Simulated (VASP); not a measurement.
**From an Ansatz input to VASP: NaF (CsCl)**

Ansatz input

```yaml
crystal:
  lattice:
    - [2.5515591002, 0.0, 0.0]
    - [0.0, 2.5515591002, 0.0]
    - [0.0, 0.0, 2.5515591002]
  atoms:
    - { symbol: Na, position: [0.0, 0.0, 0.0] }
    - { symbol: F, position: [0.5, 0.5, 0.5] }
kpoints:
  mp_grid: { grid: [10, 10, 10] }
hamiltonian:
  xc: pbe
scf:
  occupations: { method: fermi_dirac, width: 0.02 }
relax:
  f_tol: 0.005
  cell: {}
```

Q: Translate this input to VASP.

A: 

INCAR

```
ISIF = 3
NELM = 120
LASPH = .TRUE.
EDIFFG = -5E-3
ENCUT = 600
ISMEAR = -1
GGA = PE
LCHARG = .FALSE.
LWAVE = .FALSE.
PREC = Accurate
IBRION = 2
NBANDS = 14
LREAL = .FALSE.
SIGMA = 0.02
EDIFF = 1E-7
NSW = 40
```

KPOINTS

```
KPOINTS created by Atomic Simulation Environment
0
Gamma
10 10 10
0 0 0
```

POSCAR

```
Na F
 1.0000000000000000
     2.5515591002000000    0.0000000000000000    0.0000000000000000
     0.0000000000000000    2.5515591002000000    0.0000000000000000
     0.0000000000000000    0.0000000000000000    2.5515591002000000
 Na  F
   1   1
Cartesian
  0.0000000000000000  0.0000000000000000  0.0000000000000000
  1.2757795501000000  1.2757795501000000  1.2757795501000000
```

VASP ran with the recommended PBE PAW datasets (14 valence electrons in the cell). Other inputs would serve too.

|  | Ansatz | VASP |
| --- | --- | --- |
| relaxed cell vector lengths | 2.865, 2.865, 2.865 Å | 2.860, 2.860, 2.860 Å |
| relaxed cell volume | 23.51 Å³ | 23.39 Å³ |

Each program uses its own PAW datasets. VASP's cell holds 14 valence electrons and Ansatz's 16.
